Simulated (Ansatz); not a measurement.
Au under strain — ¹⁹⁷Au nuclear quadrupole resonance

Cell: a structure deposited in the COD, relaxed with PBE at fixed cell and then changed (z stretched by 3 %, ions relaxed).

```cif
data_structure
_symmetry_space_group_name_H-M 'P 1'
_symmetry_Int_Tables_number 1
_cell_length_a 2.9000
_cell_length_b 2.9000
_cell_length_c 5.0264
_cell_angle_alpha 90.000
_cell_angle_beta 90.000
_cell_angle_gamma 120.000
_cell_volume 36.61
loop_
_atom_site_label
_atom_site_type_symbol
_atom_site_fract_x
_atom_site_fract_y
_atom_site_fract_z
_atom_site_occupancy
Au1 Au 0.33333 0.66667 0.75000 1
Au2 Au 0.66667 0.33333 0.25000 1
```

Atoms are numbered from 1 in the order listed; like atoms form one site, named after its first atom.

Computed with Ansatz: DFT, PBE, plane waves and PAW, scalar-relativistic, 420 eV cutoff, Γ-centred 18×18×10 k-points, Fermi–Dirac smearing 0.05 eV.

¹⁹⁷Au: I = 3/2, Q = 547.0 mb (year-2017 value). Static lattice, zero field.

Question: Predict the zero-field ¹⁹⁷Au lines of each site.

Answer: For I = 3/2 there is one line, ν = (|C_Q|/2)(1 + η²/3)^½.

```csv
site,atoms,V_zz (10²¹ V/m²),C_Q (MHz),η,line frequencies (MHz)
Au,"1, 2",2.11,28.0,0.00,14.0
```

An axis of threefold or higher order runs through Au, so V_zz lies along it and η is zero.

The run finds no gap above 0.1 eV (a metal, or nearly one), so the gradients can move by 10 % or more with the k-mesh. Spin–orbit coupling is left out, which shifts gradients on Au by a few per cent in wide-gap crystals, and can shift them far more where the calculated gap is small or absent, as here.

The relaxation (1 step) took 13 s of wall time (13 s of CPU time) and 0.46 GiB at its peak, on 1 thread of Arm Neoverse V1 (aarch64; 8 cores open to the job, memory cap 3.0 GiB, no GPU), a shared host with a load of 0.5 a core.
